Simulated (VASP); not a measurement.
Input:

```yaml
crystal:
  lattice:
    - [0.00000, 3.01310, 3.01310]
    - [3.01310, 0.00000, 3.01310]
    - [3.01310, 3.01310, 0.00000]
  atoms:
    - { symbol: Zn, position: [0.00000, 0.00000, 0.00000] }
    - { symbol: Te, position: [0.25000, 0.25000, 0.25000] }
```

All values below come from r2SCAN+rVV10, VASP's PBE PAW potentials (set 64) (plane waves; VASP). Run with 520 eV cut-off, 8×8×8 Γ-centred mesh, Gaussian smearing of 0.050 eV, potentials Zn Te.

Task: The job: ZnTe (zinc blende), 2 atoms, r2SCAN+rVV10, static run, 520 eV, 8×8×8 Γ-centred mesh. Roughly how much core time does it take on a busy server core?

Result: About 2 core-minutes (one run on a shared machine, a rough figure). It had 29 irreducible k-points, 13 bands, up to 1480 plane waves and 19 electronic steps.

The compound is ZnTe in the zinc blende structure. This cell is one point of a volume scan, at 0.97 of the reference volume.
